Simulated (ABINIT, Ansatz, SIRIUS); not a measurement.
**Si: equilibrium volume by level of theory**

It takes space group Pm-3m (No. 221, cubic). Conventional cell: a = 2.532 Å, b = 2.532 Å, c = 2.532 Å, α = 90.00°, β = 90.00°, γ = 90.00°. Si (site symmetry m-3m) has 6 Si at 2.53 Å as nearest neighbours.

This isn't the form of Si at room conditions, which is diamond.

```tsv
rung	level	program and potentials	cutoff (eV)	k mesh	smearing	task	core time	chip	equilibrium volume (Å³/atom)	notes
GGA	PBE	Ansatz, Ansatz PAW (earlier soft set)	420	10 × 10 × 10	fermi-dirac 0.05	equation of state	3.3 s	Intel Xeon	16.28	-
LDA	LDA	ABINIT, PseudoDojo NC SR LDA v0.4.1 standard	435	8 × 8 × 8	fermi-dirac 0.05	relaxation of cell and atoms	4.9 s	Intel Xeon Platinum 8488C Sapphire Rapids	15.62	-
hybrid	HSE06	Ansatz, Ansatz PAW	420	5 × 5 × 5	fermi-dirac 0.05	relaxation of cell and atoms	15 s	AMD EPYC 7R13 Zen 3	16.47	coarse mesh; potentials made for PBE, which Ansatz adapts in part
hybrid	HSE03	Ansatz, Ansatz PAW	420	5 × 5 × 5	fermi-dirac 0.05	relaxation of cell and atoms	18 s	AMD EPYC 7R13 Zen 3	16.50	coarse mesh; potentials made for PBE, which Ansatz adapts in part
hybrid	PBE0	Ansatz, Ansatz PAW	420	5 × 5 × 5	fermi-dirac 0.05	relaxation of cell and atoms	19 s	AMD EPYC 7R13 Zen 3	16.42	coarse mesh; potentials made for PBE, which Ansatz adapts in part
Hartree-Fock	HF	Ansatz, Ansatz PAW	420	5 × 5 × 5	fermi-dirac 0.05	relaxation of cell and atoms	47 s	AMD EPYC 7R13 Zen 3	17.85	coarse mesh; potentials made for PBE, which Ansatz adapts in part
hybrid	PBEsol0	Ansatz, Ansatz PAW	420	5 × 5 × 5	fermi-dirac 0.05	relaxation of cell and atoms	58 s	AMD EPYC 7R13 Zen 3	16.22	coarse mesh; potentials made for PBE, which Ansatz adapts in part
LDA	LDA	SIRIUS, all-electron FP-LAPW, apw+lo standard	-	10 × 10 × 10	fermi-dirac 0.05	equation of state	77 s	Arm Neoverse V1	(a)	-
GGA	PBEsol	SIRIUS, all-electron FP-LAPW, apw+lo standard	-	10 × 10 × 10	fermi-dirac 0.05	equation of state	80 s	Arm Neoverse V1	15.92	-
hybrid	B3LYP	Ansatz, Ansatz PAW	420	5 × 5 × 5	fermi-dirac 0.05	relaxation of cell and atoms	86 s	AMD EPYC 7R13 Zen 3	17.42	coarse mesh; potentials made for PBE, which Ansatz adapts in part
GGA	PBE	SIRIUS, all-electron FP-LAPW, apw+lo standard	-	10 × 10 × 10	fermi-dirac 0.05	equation of state	89 s	Arm Neoverse V1	16.28	-
```

Times are single runs on shared hosts and different chips, so they are rough; meshes, cutoffs and the tasks' sizes weigh on the time. All rows: no spin polarisation. Smearing widths are in eV. For a metal such meshes aren't converged. Meshes differ between rows, which moves values too. Meshes are those of the run's cell of 1 atom unless a note names another. Relaxations start from the cell shown or near it and stop with a little pressure left. Runs on faulty files, with rough fits or with known faults for this quantity aren't shown. No row holds spin-orbit coupling.

Q: Estimate the value left out from the other rows.

A: (a) 15.70 Å³/atom.
